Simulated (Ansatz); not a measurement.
# Te: the cost of one run

Program: Ansatz 0.2.0. Level of theory: DFT r2SCAN, scalar-relativistic, plane waves, PAW. These are calculated values, not measurements.

3 further runs of the same task are left out: 1 that didn't finish, 2 set aside as unsound or not needed.

## 1. The system as given

Symmetry: P4_122, No. 91, tetragonal system. The conventional cell has a = 4.529 Å, b = 4.529 Å, c = 7.310 Å, α = 90.00°, β = 90.00°, γ = 90.00°. Te (site symmetry 2) is surrounded by 2 Te at 2.81 Å.

Coordinates:

```cif
data_structure
_symmetry_space_group_name_H-M 'P 1'
_symmetry_Int_Tables_number 1
_cell_length_a 4.5286
_cell_length_b 4.5286
_cell_length_c 7.3098
_cell_angle_alpha 90.000
_cell_angle_beta 90.000
_cell_angle_gamma 90.003
_cell_volume 149.91
loop_
_atom_site_label
_atom_site_type_symbol
_atom_site_fract_x
_atom_site_fract_y
_atom_site_fract_z
_atom_site_occupancy
Te1 Te 0.33245 0.99998 0.37502 1
Te2 Te 0.00002 0.66755 0.12498 1
Te3 Te 0.66755 0.00002 0.87502 1
Te4 Te 0.99998 0.33245 0.62498 1
```

The cell was relaxed beforehand at this level, from a generated guess; it needn't be the stable form of this composition. At a tolerance of 0.02 Å it has space group P4_122 (No. 91); it has 37.48 Å³/atom, an uncorrected energy of +0.10 eV/atom over the standard state and, on its mesh, gap 0.13 eV.

## 2. The same geometry with r2SCAN

input.yaml

```yaml
crystal:
  lattice:
    - [3.202142579, -3.2023195013, 0.0]
    - [3.202142579, 3.2023195013, 0.0]
    - [0.0, 0.0, 7.3098018602]
  atoms:
    - { symbol: Te, position: [0.3324523356, -1.70531e-05, 0.3750237854] }
    - { symbol: Te, position: [1.0000170531, 0.6675476644, 0.1249762146] }
    - { symbol: Te, position: [0.6675476644, 1.0000170531, 0.8750237854] }
    - { symbol: Te, position: [-1.70531e-05, 0.3324523356, 0.6249762146] }
basis:
  ecutwfc: 500
kpoints:
  mp_grid: { grid: [8, 8, 6] }
  band_path:
    path:
      - [[0.0, 0.0, 0.0], [0.0, 0.5, 0.0], [0.5, 0.49997237, 0.0], [0.0, 0.0, 0.0], [0.0, 0.0, 0.5], [0.0, 0.5, 0.5], [0.5, 0.49997237, 0.5], [0.0, 0.0, 0.5]]
      - [[0.0, 0.5, 0.0], [0.0, 0.5, 0.5]]
      - [[0.5, 0.49997237, 0.0], [0.5, 0.49997237, 0.5]]
    npoints: 14
hamiltonian:
  xc: r2scan
scf:
  occupations: { method: gaussian, width: 0.01 }
  n_extra_bands: 10
output:
  forces: true
  stress: true
  eigenvalues: true
  populations: true
  dos: { projected: true, de: 0.02, nscf_kmesh: { grid: [10, 10, 8] } }
  bader: true
  write_density: true
  write_potential: true
  elf: true
  volumetric_format: npy
```

Started as:

```
ansatz run input.yaml --threads 1 --pin off --max-ram 2560MiB --backend cpu --events-out ev --progress --plain --runs-dir out
```

What time and memory should one allow on 1 thread of Arm Neoverse V1, shared host?

About 6 min, with a peak of 1.2 GiB.
